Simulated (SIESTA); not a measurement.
Crystal: Al2Cu (Khatyrkite).

```
Cu Al
1.0
    -3.03350    3.03350    2.43850
     3.03350   -3.03350    2.43850
     3.03350    3.03350   -2.43850
Cu Al
2 4
Direct
  0.25000 0.25000 0.00000
  0.75000 0.75000 0.00000
  0.34190 0.15810 0.50000
  0.84190 0.34190 0.18380
  0.65810 0.84190 0.50000
  0.15810 0.65810 0.81620
```

Base run:

```yaml
Program: SIESTA 5.4.2
Functional: PBEsol
Potentials_or_basis: PseudoDojo 0.4 standard (PBEsol files)
Basis: DZ (energy shift 0.003 Ry; two zetas on semicore shells)
Grid_cutoff: 800 Ry
Energy_shift: 0.003 Ry
k_mesh: 7 × 7 × 7
Occupations: fermi-dirac, width 0.05 eV
Spin: no spin polarisation
```

Its results: band gap on the k mesh none (metal or under the smearing width); pressure -3.7 GPa; largest force 0.046 eV/Å.

After a change of settings the same cell gave: band gap on the k mesh none (metal or under the smearing width); pressure 9.5 GPa; largest force 0.121 eV/Å. Which change was it?
A. basis from DZ (energy shift 0.003 Ry; two zetas on semicore shells) to DZP (energy shift 0.003 Ry; two zetas on semicore shells)
B. basis from DZ (energy shift 0.003 Ry; two zetas on semicore shells) to SZ (energy shift 0.003 Ry)
C. basis from DZ (energy shift 0.003 Ry; two zetas on semicore shells) to SZP (energy shift 0.003 Ry)
D. basis from DZ (energy shift 0.003 Ry; two zetas on semicore shells) to TZP (energy shift 0.003 Ry; two zetas on semicore shells)

B.

Caveats: the basis has no polarisation orbitals; short orbitals over semicore shells can move pressures by several GPa; the basis of atomic orbitals isn't converged, which shifts pressures, moduli and gaps.
